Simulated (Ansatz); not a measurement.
System: rutile GeO2. Method: rVV10 (Ansatz, an electronic-structure program, plane waves, PAW).

Total energies, extrapolated to zero smearing (they compare only within this program, potentials and cutoff; free atoms with spin allowed, lowest state found):

```csv
system,energy (eV/atom)
"rutile GeO2, relaxed",-1822.7027
free Ge atom,-4319.4338
free O atom,-566.8176
```

Question: Work out the cohesive energy per atom.

Answer: E_coh = [1 × (-4319.4338) + 2 × (-566.8176)]/3 − (-1822.7027) = 5.01 eV/atom. The reference value is 4.96 eV/atom (derived here from tabulated measurements, 0 K, atomisation enthalpy taken to 0 K with CODATA's H(298.15)-H(0) of solid and atoms; inputs from Cox, Wagman, Medvedev, CODATA Key Values for Thermodynamics (1989)), a difference of +0.05 eV/atom.

The PAW data were made under PBE.
